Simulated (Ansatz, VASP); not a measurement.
## Li in VASP and in Ansatz

File INCAR:

```
SYSTEM = Li
  PREC = Accurate
  ENCUT = 520
  EDIFF = 1E-7
  ISMEAR = 0
  SIGMA = 0.15
  LREAL = .FALSE.
  LASPH = .TRUE.
  NELM = 100
  ALGO = Normal
  ISIF = 2
  LWAVE = .FALSE.
  LCHARG = .FALSE.
  GGA = PE
  IVDW = 12
  NBANDS = 10
```

The input KPOINTS:

```
Automatic mesh
0
G
  16 16 12
  0 0 0
```

Contents of POSCAR:

```
Li
1.0
    0.0000000000     -2.0886081792     -2.0886081792
    0.0000000000      2.0886081792     -2.0886081792
    4.1772163584      0.0000000000      0.0000000000
Li
2
Direct
    0.5406969583      0.4593030417      0.5000000000
   -0.0406969583      0.0406969583      0.0000000000
```

Input for Ansatz:

```yaml
crystal:
  lattice:
    - [0.0, -2.0886081792, -2.0886081792]
    - [0.0, 2.0886081792, -2.0886081792]
    - [4.1772163584, 0.0, 0.0]
  atoms:
    - { symbol: Li, position: [0.5406969583, 0.4593030417, 0.5] }
    - { symbol: Li, position: [-0.0406969583, 0.0406969583, 0.0] }
basis:
  ecutwfc: 520.0
kpoints:
  mp_grid: { grid: [16, 16, 12] }
hamiltonian:
  xc: pbe
  dispersion: d3bj
scf:
  occupations: { method: gaussian, width: 0.15 }
output:
  forces: true
  stress: true
  eigenvalues: true
```

Change from the starting cell: mode 4 frozen in at -0.170 Å and mode 5 at -0.000 Å (largest displacements).

Alike in both runs: task single point; functional PBE; dispersion D3(BJ); k mesh 16 × 16 × 12; occupations gaussian, width 0.15 eV; no spin polarisation.

```csv
,VASP,Ansatz
version,VASP 6.6.1,Ansatz 0.2.0
potentials or method,"VASP PAW PBE potentials, release 64 (Li_sv)","scalar-relativistic, plane waves, PAW"
plane-wave cutoff (eV),520,520
valence electrons in the cell,6,6
```

```csv
,VASP,Ansatz,Ansatz less VASP
gap on the k mesh at the Fermi level (eV),none,none,-
rms of the force components (eV/Å),0.161,0.161,+0.0001
```

Atom by atom the forces differ by 0.000 eV/Å (rms over components). A gap of «none» marks a metal or a gap that the smearing closes.
